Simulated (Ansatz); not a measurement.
## IrO$_{2}$: how the axes shrink under pressure

IrO$_{2}$, P4_2/mnm, a = 4.529 Å, c = 3.180 Å. Ansatz: PBE, PAW, 420 eV, Γ-centred 8×8×12 mesh on 6 atoms, Gaussian smearing 0.10 eV; no spin polarisation. Cell and atoms are relaxed at each pressure, and no other structure is tried, so the rows at high pressure may lie past a change of phase. y = 100 ln(c/c0) with c0 = 3.1799 Å, so nearly a change in per cent. The pressures are the targets, met within 0.01 GPa.

```
P (GPa) y  100 ln(a/a0)
   -2.0      ?             ?
    0.0   0.00          0.00
    2.0  -0.13         -0.31
    5.0  -0.32         -0.75
   10.0  -0.61         -1.45
   20.0  -1.12         -2.70
   40.0  -1.93         -4.85
```

Task: Fit y = c1 P + c2 P² to the other rows, give the linear compressibility along c, and predict the missing y.

Result: Least squares on the rows shown. y = −0.06456 P + 0.0004086 P². The linear compressibility along c is −c1/100 = 0.65 per TPa, against 1.51 along a from the same fit to the last column (its missing entry is 0.32): the crystal is softer along a at low pressure. At P = -2.0 the fit asked for gives 0.13. The run gave 0.14, so the fit is 0.01 too low, within twice the rms miss on the fitted rows (0.005).

Spin–orbit coupling is left out, which can shift energies with elements as heavy as these.